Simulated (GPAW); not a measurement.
A run of GPAW 26.7.0:

The input run.py:

```python
from ase import Atoms
from ase.dft.bandgap import bandgap
from ase.io import write
from gpaw import GPAW, PW, setup_paths
from gpaw.response.df import DielectricFunction

setup_paths.insert(0, '.')

atoms = Atoms(['Ta'],
              cell=[[-1.65128, 1.65128, 1.65128],
                    [1.65128, -1.65128, 1.65128],
                    [1.65128, 1.65128, -1.65128]],
              scaled_positions=[[0.0, 0.0, 0.0]],
              pbc=True)

calc = GPAW(mode=PW(400),
            xc='AM05',
            kpts={'size': (9, 9, 9), 'gamma': True},
            occupations={'name': 'fermi-dirac', 'width': 0.05},
            nbands=15,
            convergence={'density': 1e-06},
            maxiter=150,
            txt='gpaw.txt')
atoms.calc = calc
energy = atoms.get_potential_energy()
calc.write('gs.gpw')
write('result.traj', atoms)
print(f'Energy: {energy:.6f} eV')
print('Fermi level:', round(calc.get_fermi_level(), 4), 'eV')
print(f'Gap: {bandgap(calc)[0]:.4f} eV, direct: {bandgap(calc, direct=True)[0]:.4f} eV')

dense = calc.fixed_density(kpts={'size': (28, 28, 28), 'gamma': True},
                           nbands=23, convergence={'bands': 17, 'eigenstates': 1e-7},
                           update_fermi_level=True, txt='dense.txt')
dense.write('dense.gpw', mode='all')

df = DielectricFunction('dense.gpw', frequencies={'type': 'nonlinear', 'domega0': 0.05, 'omega2': 10},
                        eta=0.1, ecut=50, nbands=17, rate='eta', txt='df.txt')
for direction in ['x']:
    df.get_dielectric_function(xc='RPA', direction=direction, filename=f'df_{direction}.csv')
```

Potentials or basis: PAW data sets generated in the run's folder for this functional, pw.

Launch:

```sh
$ gpaw-setup -f AM05 Ta
$ OMP_NUM_THREADS=1 python run.py
```

Hardware: 1 thread of Arm Neoverse V1, on a shared host.

Task: Estimate the wall time of this run.

Result: It took 87 s on 1 thread of Arm Neoverse V1, with other jobs on the host, peak memory 0.36 GiB. Counts: scf iterations 16, plane waves 339, bands 15, k points 35.
